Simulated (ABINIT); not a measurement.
## Si in ABINIT: the effect of functional

Si:

```
CELL_PARAMETERS angstrom
2.87212 -5.98273 0.00000
2.87212 5.98273 0.00000
0.00000 0.00000 3.84691
ATOMIC_POSITIONS crystal
Si 0.01112 0.40148 0.25000
Si 0.40148 0.01112 0.75000
Si 0.59852 0.98888 0.25000
Si 0.98888 0.59852 0.75000
Si 0.44398 0.55602 0.25000
Si 0.55602 0.44398 0.75000
```

The cell was built by a generator and needn't be a form met in nature.

Alike in all runs:

| Item | Value |
| --- | --- |
| Program | ABINIT 10.8.3 (patched build) |
| Task | single point |
| Potentials or basis | JTH PAW PBE v2.0 |
| Cutoff | 490 eV |
| k mesh | 5 × 5 × 7 |
| Occupations | fermi-dirac, width 0.05 eV |
| Spin | no spin polarisation |

| functional | gap on the mesh (eV) | pressure (GPa) | largest force (eV/Å) |
| --- | --- | --- | --- |
| LDA | 0.35 | -2.8 | 0.07 |
| PBEsol | 0.35 | -1.6 | 0.04 |
| RPBE | 0.50 | 1.2 | 0.01 |
| BLYP | ? | ? | ? |
| AM05 | 0.38 | -1.6 | 0.08 |
| r2SCAN | 0.62 | -1.4 | 0.03 |
| SCAN | 0.64 | -2.2 | 0.22 |
| revPBE | 0.48 | 0.9 | 0.01 |
| PW91 | 0.47 | -0.1 | 0.02 |
| WC | 0.36 | -1.6 | 0.04 |

Problem. What does the run with functional BLYP give?

Solution. gap on the mesh 0.62 eV; pressure 2.8 GPa; largest force 0.07 eV/Å.

Caveats: the PAW data sets were made with another functional, which shifts forces and pressure a little; an odd mesh through Γ misses points on the zone boundary, where band edges often lie.

Runs at the PBE level aren't shown here.
